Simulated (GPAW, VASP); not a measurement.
Given: the input of a run of VASP 6.6.1 on PbS (Galena). 

File INCAR:

```
SYSTEM = PbS
PREC = Accurate ; ENCUT = 520
EDIFF = 1E-6 ; ISMEAR = 0
SIGMA = 0.1 ; LREAL = .False.
LASPH = .True. ; NELM = 60
ALGO = Normal ; ISIF = 2
LWAVE = .False. ; LCHARG = .False.
GGA = PE
```

File KPOINTS:

```
regular mesh
0
Gamma
  8 8 8
  0 0 0
```

The input POSCAR:

```
PbS
1.0
    0.0000000000      2.9657500000      2.9657500000
    2.9657500000      0.0000000000      2.9657500000
    2.9657500000      2.9657500000      0.0000000000
Pb S
1 1
Direct
    0.0000000000      0.0000000000      0.0000000000
    0.5000000000      0.5000000000      0.5000000000
```

Potentials or basis: VASP PAW PBE potentials, release 64 (Pb_d, S).

The run is started by

```bash
$ cat potpaw_PBE.64/Pb_d/POTCAR potpaw_PBE.64/S/POTCAR > POTCAR
$ mpirun -np 1 vasp_std > vasp.out
```

Q: Set up the same calculation for GPAW 26.7.0 (ASE script). Potentials or basis there: GPAW PAW data sets (gpaw-data 1.2.1), cutoff 600 eV.

A: As run (cutoffs and basis follow the program's own potentials, and thresholds, step limits or extra output files can differ):

Contents of run.py:

```python
from ase.dft.bandgap import bandgap
from ase.io import read, write
from ase.units import GPa
from gpaw import GPAW, PW

atoms = read('PbS.xyz')

calc = GPAW(mode=PW(600),
            xc='PBE',
            kpts={'size': (8, 8, 8), 'gamma': True},
            occupations={'name': 'methfessel-paxton', 'order': 0, 'width': 0.1},
            nbands=19,
            convergence={'density': 1e-05, 'energy': 1e-05},
            maxiter=150,
            txt='gpaw.txt')
atoms.calc = calc
energy = atoms.get_potential_energy()
forces = atoms.get_forces()
stress = atoms.get_stress()
calc.write('gs.gpw')
write('result.traj', atoms)
print(f'Energy: {energy:.6f} eV')
print('Forces (eV/A):')
print(forces.round(4))
print('Stress (GPa):', (stress / GPa).round(3))
print('Fermi level:', round(calc.get_fermi_level(), 4), 'eV')
print(f'Gap: {bandgap(calc)[0]:.4f} eV, direct: {bandgap(calc, direct=True)[0]:.4f} eV')
```

The input PbS.xyz:

```xyz
2
Lattice="0.0000000000 2.9657500000 2.9657500000 2.9657500000 0.0000000000 2.9657500000 2.9657500000 2.9657500000 0.0000000000" Properties=species:S:1:pos:R:3 pbc="T T T"
Pb     0.0000000000      0.0000000000      0.0000000000
S      2.9657500000      2.9657500000      2.9657500000
```

Potentials or basis: GPAW PAW data sets (gpaw-data 1.2.1), pw.

The run is started by

```sh
$ OMP_NUM_THREADS=1 python run.py
```

Both were run:

|  | VASP | GPAW |
| --- | --- | --- |
| Pressure | 2.1 GPa | 2.0 GPa |

Pressure is positive in compression.
